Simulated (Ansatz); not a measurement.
A plane-wave DFT run in Ansatz 0.2.0 (scalar-relativistic PAW potentials unless the input names others): input and command.

```yaml
crystal:
  lattice:
    - [3.358856601, 0.0, 0.0]
    - [-1.6794283005, 2.9088551441, 0.0]
    - [0.0, 0.0, 5.5242797378]
  atoms:
    - { symbol: Ti, position: [0.0, 0.0, 0.0] }
    - { symbol: S, position: [0.3333333333, 0.6666666667, 0.2586983809] }
    - { symbol: S, position: [0.6666666667, 0.3333333333, 0.7413016191] }
basis:
  ecutwfc: "36.7 Ry"
kpoints:
  mp_grid: { grid: [15, 15, 10] }
hamiltonian:
  xc: lda
scf:
  occupations: { method: gaussian, width: 0.1 }
output:
  forces: true
  eigenvalues: true
  stress: true
```

```bash
ansatz run input.yaml --threads 1 --pin off --max-ram 2560MiB --backend cpu --events-out ev --progress --plain --runs-dir out
```

Abridged log:
```
Pseudopotentials: kind: paw
Pseudopotential: Ti, paw, valence charge 12, recommended cutoff 420 eV (normal)
Pseudopotential: S, paw, valence charge 6, recommended cutoff 420 eV (normal)
Functional definition: SPW92
Crystal: 3 atoms, lattice volume = 53.975 Å³
Basis set: ecut = 499.32893761 eV, 1353 PW (Γ)
Bands: 16, of which v1, the nominal top of the filled ones, is band 12 counted from 1 (11 counted from 0)
Symmetry: 12 space group operations
Space group: P-3m1 (ITA 164), of the structure as read, at distance tolerance 3.8e-5 Å
k-points: 238 of 2250
Initial density: superposition of atomic densities (neutral atoms: chi_scale 0, normalization atom), corrected by the library's trained network
Initial wavefunctions: pseudopotential atomic-orbital guess
Functional: x = slater, c = lda
SCF iter   1: F=—  HF=-4193.480704 eV  |F-HF|=—  |Δ(HF+E_count)|=         —  Δρ=6.72e-3  dr2=3.17e-2  ethr=1.77e-3  ⟨swp⟩=5.0  Hψ=20449  notcnv=0
SCF iter   2: F=—  HF=-4193.477725 eV  |F-HF|=—  |Δ(HF+E_count)|=   2.98e-3  Δρ=4.21e-3  dr2=1.32e-2  ethr=1.32e-4  ⟨swp⟩=1.0  Hψ=5712  notcnv=0
SCF iter   3: F=—  HF=-4193.475974 eV  |F-HF|=—  |Δ(HF+E_count)|=   1.75e-3  Δρ=3.20e-4  dr2=8.21e-5  ethr=5.52e-5  ⟨swp⟩=1.8  Hψ=4194  notcnv=0
SCF iter   4: F=—  HF=-4193.475971 eV  |F-HF|=—  |Δ(HF+E_count)|=   2.41e-6  Δρ=1.31e-4  dr2=1.77e-5  ethr=3.42e-7  ⟨swp⟩=2.1  Hψ=5582  notcnv=0
SCF iter   5: F=—  HF=-4193.475971 eV  |F-HF|=—  |Δ(HF+E_count)|=   6.37e-7  Δρ=3.84e-5  dr2=3.17e-6  ethr=7.39e-8  ⟨swp⟩=2.0  Hψ=5179  notcnv=0
SCF iter   6: F=-4193.475970 eV  HF=-4193.475970 eV  |F-HF|=2.64e-8  |Δ(HF+E_count)|=   3.13e-7  Δρ=7.33e-6  dr2=5.49e-8  ethr=4.17e-10  ⟨swp⟩=3.4  Hψ=14917  notcnv=0
SCF 1 converged in 6 iterations: F = -4193.475970 eV  dr2 = 5.49e-8
SCF converged after 6 iterations
Free energy (F): -4193.475970 eV
Harris-Foulkes:  -4193.475970 eV  (|F-HF|=2.64e-8)
Internal energy: -4193.473488 eV  (E = F + TS)
E sigma→0 (E₀):  -4193.474729 eV
Entropy (-TS):   -0.002482 eV (-0.827 meV/atom)
Fermi energy:    8.382943 eV
--- Forces (eV/Å), atoms counted from 1 ---
  atom   1  Ti     0.00000000     0.00000000     0.00000000
  atom   2  S      0.00000000     0.00000000    -0.30085789
  atom   3  S      0.00000000     0.00000000     0.30085789
--- Stress (GPa, compression-positive) ---
       -3.663608       0.000000       0.000000
        0.000000      -3.663608       0.000000
        0.000000       0.000000      -3.308862
  P = ⅓ Tr σ = -3.5454 GPa (-35.454 kbar)
```

Apart from outputs and empty bands, the input differs from a reference run on usual settings in kpoints.mp_grid.grid: [12, 12, 8] → [15, 15, 10]; basis.ecutwfc: 420 → "36.7 Ry". The reference, at the same geometry (not necessarily relaxed), gave pressure -3.57 GPa, largest force 0.295 eV/Å, no gap on the mesh. This run converged in 6 SCF iterations (reference: 7) with an energy at zero smearing 0.06 meV/atom below the reference's, pressure -3.55 GPa, largest force 0.301 eV/Å, no gap on the mesh.

It took 13 s on 1 thread of Arm Neoverse V1, with other jobs on the host, peak memory 0.48 GiB.